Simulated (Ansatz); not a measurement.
# Al2Cu: a line through an energy map

Aim: follow the energy of Al₂Cu (P4/mmm, No. 123; 3 atoms in the cell) along one coordinate, equal normal strain along x and y, with the other held at amplitude of mode 9 (339 cm⁻¹) = −0.106 Å.

Program: Ansatz 0.2.0. Level of theory: DFT PBE, scalar-relativistic, plane waves, PAW. These are calculated values, not measurements.

6 further runs of the same task are left out: 6 set aside as unsound or not needed.

## (1) Starting point

Symmetry: P4/mmm, No. 123, tetragonal system. Conventional cell: a = 4.121 Å, b = 4.121 Å, c = 2.885 Å, α = 90.00°, β = 90.00°, γ = 90.00°. Around Al (site symmetry mmm) lie 4 Cu at 2.52 Å and 6 Al at 2.88 to 2.91 Å. Cu (site symmetry 4/mmm) is surrounded by 8 Al at 2.52 Å and 2 Cu at 2.88 Å.

As a file:

```xyz
3
Lattice="4.1212 0.0000 0.0000 0.0000 4.1212 0.0000 0.0000 0.0000 2.8847" Properties=species:S:1:pos:R:3 pbc="T T T"
Al    2.0606    0.0000    1.4424
Al    0.0000    2.0606    1.4424
Cu    0.0000    0.0000    0.0000
```

It goes back to an entry of the Materials Project, which need not be the stable form.

This cell was relaxed beforehand with the same method: volume 16.33 Å³/atom, gap on the mesh none (metal).

## (2) The scan

The energy is mapped over a normal mode and a strain (zone-centre modes of the cell shown) (x along [1 0 0], y along [0 1 0], z along [0 0 1] of the conventional cell).

First coordinate, amplitude of mode 9 (339 cm⁻¹), largest displacement in the unstrained cell: 9 values from −0.142 Å. Second coordinate, equal normal strain along x and y: 7 values from −4.00 %.

Nothing else is relaxed (the pattern is fixed in fractional coordinates). Energies count from the relaxed high-symmetry cell. Points are written as (first, second).

The modes come from a phonon run on the reference cell, made beforehand.

The patterns, per unit of each coordinate (Å):

```
atom     x1      y1     z1
 Al1  0.000  -0.227  0.000
 Al2  0.000   1.000  0.000
 Cu3  0.000  -0.328  0.000
```

## (3) Point (−0.106 Å, −4.00 %)

File input.yaml:

```yaml
crystal:
  lattice:
    - [3.9563161217, 0.0, 0.0]
    - [0.0, 3.9563161217, 0.0]
    - [0.0, 0.0, 2.8847334069]
  atoms:
    - { symbol: Al, position: [0.5, 0.0058614588, 0.5] }
    - { symbol: Al, position: [0.0, 0.4741577779, 0.5] }
    - { symbol: Cu, position: [0.0, 0.0084838028, 0.0] }
basis:
  ecutwfc: 520.0
kpoints:
  mp_grid: { grid: [10, 10, 14] }
hamiltonian:
  xc: pbe
  pseudopotentials: { kind: paw, azcp: { folder: soft_1 } }
scf:
  occupations: { method: gaussian, width: 0.15 }
output:
  forces: true
  stress: true
  eigenvalues: true
```

Launch:

```sh
$ ansatz run input.yaml --threads 2 --pin off --max-ram 4096MiB --backend cpu --events-out ev --progress --plain --runs-dir out
```

Further runs follow: the other points of the line.

Before running it: what results should come out? Wanted: for each run, equal normal strain along x and y; energy; slope; pressure; largest force on an atom.

**Answer**, as computed:

| equal normal strain along x and y (%) | step | energy (meV) | slope (meV per %) | pressure (GPa) | largest force on an atom (eV/Å) |
| --- | --- | --- | --- | --- | --- |
| −4.00 | 3 | 226 | −69 | 10.1 | 1.63 |
| −2.67 | 4 | 150 | −45 | 6.6 | 1.50 |
| −1.33 | – | 105 | −24 | 3.5 | 1.37 |
| 0.00 | 5 | 85 | −6 | 0.9 | 1.24 |
| 1.33 | 6 | 89 | 10 | −1.3 | 1.13 |
| 2.67 | 7 | 111 | 23 | −3.2 | 1.02 |
| 4.00 | – | 148 | 34 | −4.8 | 0.92 |

Energies count from the relaxed high-symmetry cell. Rows without a step come from runs not printed here or follow by symmetry. Slopes come from the forces (and the stress, where the cell changes), not from differences of energies.

What this shows: Along the line the energy is lowest at 0.00 %, 85 meV from the zero. Energies and slopes round the minimum, fitted together, put the minimum at 0.446 %, with a curvature of about 12 meV per %². The highest point computed, at −4.00 %, lies 140 meV above the lowest. This is one cut through a surface in two coordinates; the map's lowest point lies off it.
